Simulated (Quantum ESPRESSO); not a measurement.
# Zn in Quantum ESPRESSO: notebook, part 2 of 2

Quantum ESPRESSO 7.5. The steps go on from the part before.

## (3) Work function, PW91

Input file pw.in:

```
&CONTROL
  calculation = 'scf'
  prefix = 'pwscf'
  outdir = './tmp'
  pseudo_dir = './pseudo'
  tprnfor = .true.
  disk_io = 'low'
/
&SYSTEM
  ibrav = 0
  celldm(1) = 8
  nat = 5
  ntyp = 1
  ecutwfc = 70
  nbnd = 64
  input_dft = 'pw91'
  occupations = 'smearing'
  smearing = 'fd'
  degauss = 0.00367493
/
&ELECTRONS
  conv_thr = 5d-09
  electron_maxstep = 150
  mixing_beta = 0.3
  mixing_mode = 'local-TF'
/
ATOMIC_SPECIES
Zn    65.3800 Zn_ONCV_PBE-1.2.upf
CELL_PARAMETERS alat
  0.6563521654409  -0.0000000000000   0.0000000000000
 -0.3281760827204   0.5684176491007  -0.0000000000000
  0.0000000000000   0.0000000000000   5.6868736795412
ATOMIC_POSITIONS crystal
Zn     0.6666666667    0.3333333333    0.3115276234
Zn     0.3333333333    0.6666666667    0.4057638117
Zn     0.0000000000    0.0000000000    0.5000000000
Zn     0.6666666667    0.3333333333    0.5942361883
Zn     0.3333333333    0.6666666667    0.6884723766
K_POINTS automatic
7 7 1 0 0 0
```

Input file pp_density.in:

```
&INPUTPP
  prefix = 'pwscf'
  outdir = './tmp'
  filplot = 'density.dat'
  plot_num = 0
/
&PLOT
  nfile = 1
  filepp(1) = 'density.dat'
  iflag = 3
  output_format = 6
  fileout = 'density.cube'
/
```

Input file pp_potential.in:

```
&INPUTPP
  prefix = 'pwscf'
  outdir = './tmp'
  filplot = 'potential.dat'
  plot_num = 11
/
&PLOT
  nfile = 1
  filepp(1) = 'potential.dat'
  iflag = 3
  output_format = 6
  fileout = 'potential.cube'
/
```

Input file pp_elf.in:

```
&INPUTPP
  prefix = 'pwscf'
  outdir = './tmp'
  filplot = 'elf.dat'
  plot_num = 8
/
&PLOT
  nfile = 1
  filepp(1) = 'elf.dat'
  iflag = 3
  output_format = 6
  fileout = 'elf.cube'
/
```

Potentials or basis: SG15 PBE 1.2.

The run is started by

```bash
> OMP_NUM_THREADS=1 mpirun -n 2 pw.x -nk 2 -in pw.in > pw.out
> OMP_NUM_THREADS=1 mpirun -n 1 pp.x -in pp_density.in > pp_density.out
> OMP_NUM_THREADS=1 mpirun -n 1 pp.x -in pp_potential.in > pp_potential.out
> OMP_NUM_THREADS=1 mpirun -n 1 pp.x -in pp_elf.in > pp_elf.out
```

pw.out:

```text
This program is part of the open-source Quantum ESPRESSO suite
     for quantum simulation of materials; please cite
         "P. Giannozzi et al., J. Phys.:Condens. Matter 21 395502 (2009);
         "P. Giannozzi et al., J. Phys.:Condens. Matter 29 465901 (2017);
         "P. Giannozzi et al., J. Chem. Phys. 152 154105 (2020);
     in publications or presentations arising from this work. More details at

     IMPORTANT: XC functional enforced from input :
     Exchange-correlation= PW91
                           (   1   4   2   2   0   0   0)
     Any further DFT definition will be discarded
     Please, verify this is what you really want

     Message from routine setup:
     using ibrav=0 with symmetry is DISCOURAGED, use correct ibrav instead

     K-points division:     npool     =       2
     Subspace diagonalization in iterative solution of the eigenvalue problem:
     a serial algorithm will be used

     G-vector sticks info
     --------------------
     sticks:   dense  smooth     PW     G-vecs:    dense   smooth      PW
     Sum         517     517    163                85515    85515   13757

     Using Slab Decomposition

     bravais-lattice index     =            0
     lattice parameter (alat)  =       8.0000  a.u.
     unit-cell volume          =    1086.2956 (a.u.)^3
     number of atoms/cell      =            5
     number of atomic types    =            1
     number of electrons       =       100.00
     number of Kohn-Sham states=           64
     kinetic-energy cutoff     =      70.0000  Ry
     charge density cutoff     =     280.0000  Ry
     scf convergence threshold =      5.0E-09
     mixing beta               =       0.3000
     number of iterations used =            8  local-TF  mixing
     Exchange-correlation= PW91
                           (   1   4   2   2   0   0   0)

     celldm(1)=   8.000000  celldm(2)=   0.000000  celldm(3)=   0.000000
     celldm(4)=   0.000000  celldm(5)=   0.000000  celldm(6)=   0.000000

     crystal axes: (cart. coord. in units of alat)
               a(1) = (   0.656352  -0.000000   0.000000 )
               a(2) = (  -0.328176   0.568418  -0.000000 )
               a(3) = (   0.000000   0.000000   5.686874 )

     reciprocal axes: (cart. coord. in units 2 pi/alat)
               b(1) = (  1.523572  0.879635 -0.000000 )
[... 27 lines left out ...]
         5        Zn     tau(   5) = (  -0.0000000   0.3789451   3.9152554  )

     number of k points=     8  Fermi-Dirac smearing, width (Ry)=  0.0037
                       cart. coord. in units 2pi/alat
        k(    1) = (   0.0000000   0.0000000   0.0000000), wk =   0.0408163
        k(    2) = (   0.0000000   0.2513243   0.0000000), wk =   0.2448980
        k(    3) = (   0.0000000   0.5026485   0.0000000), wk =   0.2448980
        k(    4) = (   0.0000000   0.7539728   0.0000000), wk =   0.2448980
        k(    5) = (   0.2176532   0.3769864   0.0000000), wk =   0.2448980
        k(    6) = (   0.2176532   0.6283106   0.0000000), wk =   0.4897959
        k(    7) = (   0.2176532   0.8796349   0.0000000), wk =   0.2448980
        k(    8) = (   0.4353064   0.7539728   0.0000000), wk =   0.2448980

     Dense  grid:    85515 G-vectors     FFT dimensions: (  27,  27, 243)

     Initial potential from superposition of free atoms

     starting charge      99.8865, renormalised to     100.0000

     negative rho (up, down):  1.195E-04 0.000E+00
     Starting wfcs are random

     Self-consistent Calculation

     iteration #  1     ecut=    70.00 Ry     beta= 0.30
     Davidson diagonalization with overlap
     ethr =  1.00E-02,  avg # of iterations = 12.9

     Threshold (ethr) on eigenvalues was too large:
     Diagonalizing with lowered threshold

     Davidson diagonalization with overlap
     ethr =  1.97E-04,  avg # of iterations =  2.4

     negative rho (up, down):  7.404E-04 0.000E+00
[... 99 lines left out ...]
     iteration # 13     ecut=    70.00 Ry     beta= 0.30
     Davidson diagonalization with overlap
     ethr =  1.62E-11,  avg # of iterations =  2.6

     End of self-consistent calculation

          k = 0.0000 0.0000 0.0000 ( 10603 PWs)   bands (ev):

  -121.4281-121.4281-121.3181-121.1255-121.1255 -75.6539 -75.6533 -75.6487
   -75.6487 -75.6487 -75.6487 -75.5628 -75.5293 -75.5293 -75.3603 -75.3603
   -75.3398 -75.3398 -75.3398 -75.3398  -5.0338  -4.2927  -3.3718  -3.1483
    -3.1121  -2.5310  -2.5310  -2.4968  -2.4964  -2.4964  -2.4289  -2.4289
    -2.4266  -2.2433  -2.2433  -2.2200  -2.2200  -2.0889  -2.0889  -2.0688
    -2.0688  -2.0572  -1.9362  -1.9362  -1.7786  -1.7786  -1.7639  -1.7639
    -0.7083   1.5403   3.1735   6.3013   8.2433   8.8129  10.0716  10.1861
    12.4104  12.6523  15.5129  15.6918  19.2092  19.2893  20.3302  20.3302
[... 69 lines left out ...]
  -121.4266-121.4266-121.3167-121.1241-121.1241 -75.6620 -75.6619 -75.6579
   -75.6579 -75.6515 -75.6515 -75.5614 -75.5424 -75.5384 -75.3586 -75.3586
   -75.3529 -75.3529 -75.3489 -75.3489  -2.9171  -2.8828  -2.7833  -2.7535
    -2.6959  -2.6844  -2.6457  -2.6370  -2.5094  -2.4386  -2.3785  -2.2723
    -2.1890  -2.1756  -2.1659  -2.1145  -2.0484  -2.0425  -2.0121  -1.9679
    -1.9206  -1.8453  -1.8050  -1.7613  -1.7386   2.2426   2.9699   4.1737
     5.6572   6.0062   6.0161   6.6292   6.9273   7.6295   7.9249   8.3521
     9.5251   9.7555  10.5080  11.4994  11.5567  12.6035  13.9454  14.0081

     the Fermi energy is     5.0442 ev

!    total energy              =   -2002.25409543 Ry
     estimated scf accuracy    <          3.0E-09 Ry
     smearing contrib. (-TS)   =      -0.00193640 Ry
     internal energy E=F+TS    =   -2002.25215902 Ry

     The total energy is F=E-TS. E is the sum of the following terms:
     one-electron contribution =  -12704.46787643 Ry
     hartree contribution      =    6339.74240279 Ry
     xc contribution           =    -182.59788401 Ry
     ewald contribution        =    4545.07119863 Ry

     convergence has been achieved in  13 iterations

     Forces acting on atoms (cartesian axes, Ry/au):

     atom    1 type  1   force =     0.00000000    0.00000000   -0.00433242
     atom    2 type  1   force =     0.00000000    0.00000000   -0.00016221
     atom    3 type  1   force =     0.00000000   -0.00000000    0.00000000
     atom    4 type  1   force =    -0.00000000    0.00000000    0.00016221
     atom    5 type  1   force =    -0.00000000   -0.00000000    0.00433242

     Total force =     0.006131     Total SCF correction =     0.000467

=------------------------------------------------------------------------------=
   JOB DONE.
=------------------------------------------------------------------------------=
```

pp_density.out:

```text
This program is part of the open-source Quantum ESPRESSO suite
     for quantum simulation of materials; please cite
         "P. Giannozzi et al., J. Phys.:Condens. Matter 21 395502 (2009);
         "P. Giannozzi et al., J. Phys.:Condens. Matter 29 465901 (2017);
         "P. Giannozzi et al., J. Chem. Phys. 152 154105 (2020);
     in publications or presentations arising from this work. More details at

     IMPORTANT: XC functional enforced from input :
     Exchange-correlation= PW91
                           (   1   4   2   2   0   0   0)
     Any further DFT definition will be discarded
     Please, verify this is what you really want

     G-vector sticks info
     --------------------
     sticks:   dense  smooth     PW     G-vecs:    dense   smooth      PW
     Sum         517     517    163                85515    85515   13757

     Using Slab Decomposition

     Calling punch_plot, plot_num =   0
     Writing data to file  density.dat
     Reading data from file  density.dat

     Writing data to be plotted to file density.cube
     Plot Type: 3D                     Output format: Gaussian cube

=------------------------------------------------------------------------------=
   JOB DONE.
=------------------------------------------------------------------------------=
```

It took 5.2 min on 2 MPI ranks of Intel Xeon at 2.50GHz (Skylake/Cascade Lake), shared host; peak memory 0.42 GiB.

Results:

| Quantity | Value |
| --- | --- |
| Free energy | -27242.0548 eV |
| Largest force | 0.111 eV/Å |
| Band gap on the k mesh | none (metal or under the smearing width) |
| Work function of the upper face | 4.23 eV |
| Work function of the lower face | 4.23 eV |

Forces on the atoms (eV/Å):
```
Zn   0.000  0.000 -0.111
Zn   0.000  0.000 -0.004
Zn   0.000  0.000  0.000
Zn   0.000  0.000  0.004
Zn   0.000  0.000  0.111
```

Caveat: the k mesh is coarse (spacing up to 0.37 Å⁻¹), so the values aren't converged; the potentials were made for another functional, which shifts forces and pressure.

## (4) Work function, WC

pw.in: that of step 3 with these lines changed.

```diff
@@ -15,3 +15,3 @@
   nbnd = 64
-  input_dft = 'pw91'
+  input_dft = 'wc'
   occupations = 'smearing'
```

pp_density.in is that of step 3.

pp_potential.in is that of step 3.

pp_elf.in is that of step 3.

Potentials or basis: SG15 PBE 1.2.

The run is started by

```bash
> OMP_NUM_THREADS=1 mpirun -n 2 pw.x -nk 2 -in pw.in > pw.out
> OMP_NUM_THREADS=1 mpirun -n 1 pp.x -in pp_density.in > pp_density.out
> OMP_NUM_THREADS=1 mpirun -n 1 pp.x -in pp_potential.in > pp_potential.out
> OMP_NUM_THREADS=1 mpirun -n 1 pp.x -in pp_elf.in > pp_elf.out
```

pw.out:

```text
This program is part of the open-source Quantum ESPRESSO suite
     for quantum simulation of materials; please cite
         "P. Giannozzi et al., J. Phys.:Condens. Matter 21 395502 (2009);
         "P. Giannozzi et al., J. Phys.:Condens. Matter 29 465901 (2017);
         "P. Giannozzi et al., J. Chem. Phys. 152 154105 (2020);
     in publications or presentations arising from this work. More details at

     IMPORTANT: XC functional enforced from input :
     Exchange-correlation= WC
                           (   1   4  11   4   0   0   0)
     Any further DFT definition will be discarded
     Please, verify this is what you really want

     Message from routine setup:
[... 7 lines left out ...]
     --------------------
     sticks:   dense  smooth     PW     G-vecs:    dense   smooth      PW
     Sum         517     517    163                85515    85515   13757

     Using Slab Decomposition

     bravais-lattice index     =            0
     lattice parameter (alat)  =       8.0000  a.u.
     unit-cell volume          =    1086.2956 (a.u.)^3
     number of atoms/cell      =            5
     number of atomic types    =            1
     number of electrons       =       100.00
     number of Kohn-Sham states=           64
     kinetic-energy cutoff     =      70.0000  Ry
     charge density cutoff     =     280.0000  Ry
     scf convergence threshold =      5.0E-09
     mixing beta               =       0.3000
[... 74 lines left out ...]

     negative rho (up, down):  7.689E-04 0.000E+00
[... 135 lines left out ...]
     iteration # 17     ecut=    70.00 Ry     beta= 0.30
     Davidson diagonalization with overlap
     ethr =  8.01E-12,  avg # of iterations =  2.0

     End of self-consistent calculation

          k = 0.0000 0.0000 0.0000 ( 10603 PWs)   bands (ev):

  -121.5348-121.5348-121.4260-121.2402-121.2402 -75.6078 -75.6071 -75.6021
   -75.6021 -75.6020 -75.6020 -75.5178 -75.4838 -75.4838 -75.3236 -75.3236
   -75.3018 -75.3018 -75.3018 -75.3018  -5.1524  -4.4079  -3.4370  -3.1605
    -3.1246  -2.4943  -2.4943  -2.4667  -2.4592  -2.4592  -2.4030  -2.3924
    -2.3924  -2.2091  -2.2091  -2.1865  -2.1865  -2.0677  -2.0498  -2.0498
    -2.0301  -2.0301  -1.8918  -1.8918  -1.7397  -1.7397  -1.7233  -1.7233
    -0.7834   1.4596   3.0727   6.2421   8.3761   8.9879  10.1533  10.2525
    12.4629  12.7051  15.5211  15.7859  19.2787  19.3143  20.2317  20.2317
[... 69 lines left out ...]
  -121.5334-121.5334-121.4246-121.2388-121.2388 -75.6154 -75.6153 -75.6113
   -75.6112 -75.6053 -75.6053 -75.5164 -75.4970 -75.4930 -75.3219 -75.3219
   -75.3150 -75.3150 -75.3109 -75.3109  -2.8928  -2.8576  -2.7596  -2.7280
    -2.6695  -2.6598  -2.6182  -2.6089  -2.4865  -2.4096  -2.3521  -2.2457
    -2.1517  -2.1451  -2.1360  -2.0737  -2.0184  -2.0137  -1.9765  -1.9314
    -1.8819  -1.8036  -1.7618  -1.7246  -1.7001   2.1549   2.8777   4.0783
     5.5621   5.9089   5.9189   6.5317   6.8306   7.5337   7.8288   8.2516
     9.4321   9.6564  10.4204  11.4048  11.4634  12.5382  13.8583  13.9469

     the Fermi energy is     4.9504 ev

!    total energy              =   -2000.53472122 Ry
     estimated scf accuracy    <          5.8E-10 Ry
     smearing contrib. (-TS)   =      -0.00192961 Ry
     internal energy E=F+TS    =   -2000.53279161 Ry

     The total energy is F=E-TS. E is the sum of the following terms:
     one-electron contribution =  -12703.36104365 Ry
     hartree contribution      =    6338.43096181 Ry
     xc contribution           =    -180.67390840 Ry
     ewald contribution        =    4545.07119863 Ry

     convergence has been achieved in  17 iterations

     Forces acting on atoms (cartesian axes, Ry/au):

     atom    1 type  1   force =    -0.00000000    0.00000000    0.00264836
     atom    2 type  1   force =     0.00000000    0.00000000   -0.00025227
     atom    3 type  1   force =     0.00000000    0.00000000    0.00000000
     atom    4 type  1   force =    -0.00000000   -0.00000000    0.00025227
     atom    5 type  1   force =     0.00000000   -0.00000000   -0.00264836

     Total force =     0.003762     Total SCF correction =     0.000026

=------------------------------------------------------------------------------=
   JOB DONE.
=------------------------------------------------------------------------------=
```

Run time: 6.3 min. Hardware: 2 MPI ranks of Intel Xeon at 2.50GHz (Skylake/Cascade Lake), shared host; peak memory 0.42 GiB.

What came out:

```
Free energy                     : -27218.6615 eV
Largest force                   : 0.068 eV/Å
Band gap on the k mesh          : none (metal or under the smearing width)
Work function of the upper face : 4.29 eV
Work function of the lower face : 4.29 eV
```

Forces in eV/Å, atoms in the order of the input:
```
Zn   0.000  0.000  0.068
Zn   0.000  0.000 -0.006
Zn   0.000  0.000  0.000
Zn   0.000  0.000  0.006
Zn   0.000  0.000 -0.068
```

Caveat: the k mesh is coarse (spacing up to 0.37 Å⁻¹), so the values aren't converged; the potentials were made for another functional, which shifts forces and pressure.

## (5) The runs side by side

```tsv
level	gap on the mesh (eV)	largest force (eV/Å)	work function (eV)
AM05	none	0.10	4.19
PW91	none	0.11	4.23
WC	none	0.07	4.29
```

Alike in all rows: task work function; potentials or basis SG15 PBE 1.2; no spin polarisation; cell as given; k mesh 7 × 7 × 1; cutoff (eV) 952; smearing fermi-dirac 0.05 eV; the mesh is coarse, so values aren't converged.

Caveats: all runs use coarse meshes; the potentials were made for another functional, which shifts forces and pressure.

Absolute energies hang on the potentials; compare differences alone.
